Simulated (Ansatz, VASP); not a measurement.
This is a calculation of TiAl for Ansatz 0.2.0.

The input input.yaml:

```yaml
crystal:
  lattice:
    - [2.8672622327, 0.0, 0.0]
    - [-1.4336311163, 2.4831219328, 0.0]
    - [0.0, 0.0, 4.678083]
  atoms:
    - { symbol: Ti, position: [0.0, 0.0, 0.0] }
    - { symbol: Al, position: [0.3333333333, 0.6666666667, 0.5] }
hamiltonian:
  xc: pbesol
  pseudopotentials: { kind: paw }
kpoints:
  mp_grid: { grid: [11, 11, 6] }
scf:
  occupations: { method: fermi_dirac, width: 0.05 }
output:
  forces: true
  stress: true
  eigenvalues: true
```

Potentials or basis: Ansatz PAW.

Run with:

```console
$ ansatz run input.yaml --threads 1 --pin off --max-ram 3584MiB --backend cpu --events-out ev --progress --plain --runs-dir out
```

Q: Set up the same calculation for VASP 6.6.1. Potentials there: VASP PAW PBE potentials, release 64 (Ti_sv, Al).

A: As run (the cutoff follows the program's own potentials):

File INCAR:

```
PREC = Accurate
ENCUT = 520
EDIFF = 1E-7
ISMEAR = -1
SIGMA = 0.05
LREAL = F
LASPH = T
NELM = 80
ALGO = Normal
ISIF = 2
LWAVE = F
LCHARG = F
GGA = PS
NBANDS = 14
```

The input KPOINTS:

```
regular mesh
0
Gamma
  11 11 6
```

POSCAR

```
TiAl
1.0
    2.8672622327      0.0000000000      0.0000000000
   -1.4336311163      2.4831219328      0.0000000000
    0.0000000000      0.0000000000      4.6780830000
Ti Al
1 1
Direct
    0.0000000000      0.0000000000      0.0000000000
    0.3333333333      0.6666666667      0.5000000000
```

Potentials or basis: VASP PAW PBE potentials, release 64 (Ti_sv, Al).

Command:

```sh
$ cat potpaw_PBE.64/Ti_sv/POTCAR potpaw_PBE.64/Al/POTCAR > POTCAR
$ mpirun -np 1 vasp_std > vasp.out
```

Both were run:

|  | VASP | Ansatz | Ansatz less VASP |
| --- | --- | --- | --- |
| gap on the k mesh at the Fermi level (eV) | none | none | - |
| pressure (GPa) | -2.9 | -2.8 | +0.01 |
| largest component of the traceless stress (GPa) | 1.04 | 1.11 | +0.069 |

A gap of «none» marks a metal or a gap that the smearing closes. The functional is the same, so the differences come from potentials, cutoffs and numerics.

Caveats: the PAW data sets were made with another functional, which shifts forces and pressure a little (VASP); the PAW data sets come from PBE, with cores solved anew for the run's functional, which leaves a small shift of forces and pressure (Ansatz).
